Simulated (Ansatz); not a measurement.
The system is CuI (Marshite).

```
I Cu
1.0
     0.00000    3.03150    3.03150
     3.03150    0.00000    3.03150
     3.03150    3.03150    0.00000
I Cu
1 1
Cartesian
  0.0000 0.0000 0.0000
  4.5473 4.5473 4.5473
```

Base run:

```yaml
Program: Ansatz 0.2.0
Functional: PBEsol
Potentials_or_basis: Ansatz PAW
Cutoff: "420 eV (not typed: the program's choice for these potentials)"
k_mesh: 8 × 8 × 8
Occupations: fermi-dirac, width 0.05 eV
Spin: no spin polarisation
```

Its results: band gap on the k mesh 1.01 eV, direct; pressure -2.6 GPa.

The run is repeated on the same cell with these changes: functional from PBEsol to PBE; occupations from fermi-dirac, width 0.05 eV to gaussian, width 0.011 eV. What comes out?

Band gap on the k mesh 1.12 eV, direct; pressure 0.3 GPa.

Caveats: spin-orbit coupling is left out, which moves the levels of the heavy elements; the PAW data sets come from PBE, with cores solved anew for the run's functional, which leaves a small shift of forces and pressure (some runs).
